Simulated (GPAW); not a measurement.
Runs of GPAW 26.7.0 on TePb. Symmetry: Pm-3m, No. 221, cubic system. The conventional cell has a = 4.002 Å, b = 4.002 Å, c = 4.002 Å, α = 90.00°, β = 90.00°, γ = 90.00°. Pb (site symmetry m-3m) has 8 Te at 3.47 Å as nearest neighbours. Te (site symmetry m-3m) is surrounded by 8 Pb at 3.47 Å. Measurements of this composition are mostly on another form, of space group No. 225.

```tsv
task	level	potentials or basis	cell	optimizer	fmax	max steps	convergence	eigensolver	gap on the mesh (eV)	pressure (GPa)	relaxed volume (Å³/atom)
relaxation of cell and atoms	LDA	the program's PAW data sets (release 1.2.1) made for this functional, pw	relaxed	BFGS	0.01 eV/Å	100	density=1e-05 forces=0.0001	-	none	0.0	(a)
relaxation of cell and atoms	BLYP	PAW data sets generated in the run's folder for this functional, pw	relaxed	BFGS	0.01 eV/Å	60	density=1e-05 forces=0.0001	davidson	none	0.0	(b)
relaxation of cell and atoms	PBEsol	PAW data sets generated in the run's folder for this functional, pw	relaxed	FIRE	0.02 eV/Å	60	density=1e-05 forces=0.0001	-	none	0.0	29.77
band structure	PBEsol	PAW data sets generated in the run's folder for this functional, pw	as given	-	-	-	-	-	-	-2.9	-
band structure	LDA	the program's PAW data sets (release 1.2.1) made for this functional, pw	as given	-	-	-	-	-	-	-4.2	-
```

Alike in all rows: no spin polarisation; k mesh 7 × 7 × 7; cutoff (eV) 600; smearing fermi-dirac 0.05 eV.

Question: Estimate the missing entries.

Answer: (a) 28.88; (b) 34.88.

Caveats: later steps reuse the first step's grids (some runs); spin-orbit coupling is left out, which moves the levels of the heavy elements (some runs).

A k mesh can miss the band edges, and the runs leave out spin-orbit coupling on Pb, Te.

A gap of «none» marks a metal or a gap under the smearing width.

Runs at the PBE level aren't shown here.
